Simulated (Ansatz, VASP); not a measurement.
Two plane-wave programs on Bi

```
Bi
1.0
     0.00000    3.83252    3.83252
     3.83252    0.00000    3.83252
     3.83252    3.83252    0.00000
Bi
2
Direct
  0.12500 0.12500 0.12500
  0.87500 0.87500 0.87500
```

Alike in both runs: task single point; functional RPBE; k mesh 8 × 8 × 8; occupations fermi-dirac, width 0.1 eV; no spin polarisation.

|  | VASP | Ansatz |
| --- | --- | --- |
| version | VASP 6.6.1 | Ansatz 0.2.0 |
| potentials or method | VASP PAW PBE potentials, release 64 (Bi_d) | plane waves (420 eV) with PAW, scalar-relativistic |
| plane-wave cutoff (eV) | 520 | 420 |
| valence electrons in the cell | 30 | 30 |

```tsv
	VASP	Ansatz	Ansatz less VASP
pressure (GPa)	-2.3	-2.3	+0.04
```

Caveats: the PAW data sets were made with another functional, which shifts forces and pressure a little (VASP).
